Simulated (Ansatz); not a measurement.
# SiNi in Ansatz: the effect of target pressure

The system is SiNi.

```
Ni Si
1.0
     2.94277    0.00000    0.00000
     0.00000    3.28033    0.00000
     0.00000    0.00000    4.67745
Ni Si
2 2
Direct
  0.50000 0.50000 0.34250
  0.00000 0.00000 0.65750
  0.50000 0.50000 0.84314
  0.00000 0.00000 0.15686
```

The cell is a database's computed one.

Alike in all runs:

| Item | Value |
| --- | --- |
| Program | Ansatz 0.2.0 |
| Task | relaxation of cell and atoms |
| Functional | PBEsol |
| Potentials or basis | all-electron LAPW, scalar-relativistic |
| Basis error allowed | 0.002 eV/atom |
| k mesh | 9 × 8 × 6 |
| Occupations | fermi-dirac, width 0.05 eV |
| Spin | collinear spin, ferromagnetic start |
| Starting moments | [1.0, 1.0, 0.0, 0.0] μB |

Each run relaxes the cell or the atoms first.

Question: One run gave: relaxed volume 11.02 Å³/atom. Which target pressure did it use?
A. 5 GPa
B. 0 GPa
C. 20 GPa
D. 10 GPa
E. 30 GPa

Answer: A.

| target pressure | relaxed volume (Å³/atom) |
| --- | --- |
| 0 GPa | 11.31 |
| 5 GPa | 11.02 |
| 10 GPa | 10.78 |
| 20 GPa | 10.35 |
| 30 GPa | 10.00 |

Caveats: the starting moments weren't kept.
